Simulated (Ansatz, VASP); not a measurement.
Two plane-wave programs on Al

INCAR

```
PREC = Accurate ; ENCUT = 520
EDIFF = 1E-6 ; ISMEAR = 0
SIGMA = 1.0 ; LREAL = False
LASPH = True ; NELM = 100
ALGO = Normal ; ISIF = 2
LWAVE = False ; LCHARG = True
GGA = PE ; LELF = True
LVHAR = True ; NBANDS = 8
```

Contents of KPOINTS:

```
regular mesh
0
Gamma
  13 13 13
```

Contents of POSCAR:

```
Al
1.0
    0.0000000000      2.0199630948      2.0199630948
    2.0199630948      0.0000000000      2.0199630948
    2.0199630948      2.0199630948      0.0000000000
Al
1
Direct
    0.0000000000      0.0000000000      0.0000000000
```

Input for Ansatz:

```yaml
crystal:
  lattice:
    - [0.0, 2.0199630948, 2.0199630948]
    - [2.0199630948, 0.0, 2.0199630948]
    - [2.0199630948, 2.0199630948, 0.0]
  atoms:
    - { symbol: Al, position: [0.0, 0.0, 0.0] }
hamiltonian:
  xc: pbe
  pseudopotentials:
    kind: paw
    azcp:
      Al: "pseudopotentials/Al.paw.azcp"
basis:
  ecutwfc: 420
  fft_grid_basis: typed
kpoints:
  mp_grid: { grid: [13, 13, 13], shift: [0, 0, 0] }
magnetization:
  spin_polarized: false
scf:
  occupations: { method: gaussian, width: 1.0 }
  lower_state_search: "off"
output:
  stress: true
```

Alike in both runs: task single point; functional PBE; k mesh 13 × 13 × 13; occupations gaussian, width 1 eV; no spin polarisation.

```csv
,VASP,Ansatz
version,VASP 6.6.1,Ansatz 0.2.0
potentials or method,"VASP PAW PBE potentials, release 64 (Al)","plane waves (420 eV) with PAW, scalar-relativistic"
plane-wave cutoff (eV),520,420
valence electrons in the cell,3,3
```

|  | VASP | Ansatz | Ansatz less VASP |
| --- | --- | --- | --- |
| pressure (GPa) | 0.7 | 0.8 | +0.04 |

The functional is the same, so the differences come from potentials, cutoffs and numerics.
